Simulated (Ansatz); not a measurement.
KF, CsCl type was relaxed with 5 functionals in the PAW code Ansatz, cell and atoms free, the symmetry of the start kept (meshes: PBE 8×8×8, r2SCAN 8×8×8, PBEsol 8×8×8, LDA 8×8×8, HSE06 6×6×6). The cell comes from a prototype generator: it can be a known phase or a hypothetical one. Spin polarisation is off.

The PBEsol result:
Space group Pm-3m (No. 221). a = 3.176 Å, b = 3.176 Å, c = 3.176 Å, α = 90.00°, β = 90.00°, γ = 90.00°
```json
{"atom": "K", "site": "1a", "symmetry": "m-3m", "x": "0.0000", "y": "0.0000", "z": "0.0000"}
{"atom": "F", "site": "1b", "symmetry": "m-3m", "x": "0.5000", "y": "0.5000", "z": "0.5000"}
```

Space group Pm-3m (No. 221), cubic; a = 3.176 Å in the conventional setting, 16.03 Å³ an atom. Around K lie 8 F at 2.75 Å; around F lie 8 K at 2.75 Å.

**Question.** How does the cell change with HSE06?

**Answer.** a = 3.220 Å; the volume differs by +4.2 % from PBEsol's. K has 8 F at 2.79 Å; F has 8 K at 2.79 Å.

**Question.** What lattice does LDA give?

**Answer.** a = 3.083 Å; the volume differs by -8.5 % from PBEsol's. Around K lie 8 F at 2.67 Å; around F lie 8 K at 2.67 Å.

**Question.** Held at the r2SCAN cell, what mean stress do LDA and PBE find, and does its sign point to their own minimum?

**Answer.** Yes. LDA -3.82 GPa, and its relaxed volume is -8.8 % from r2SCAN's; PBE +2.94 GPa, and its relaxed volume is +7.7 % from r2SCAN's. Compression counts positive, so a positive stress asks for a larger cell.
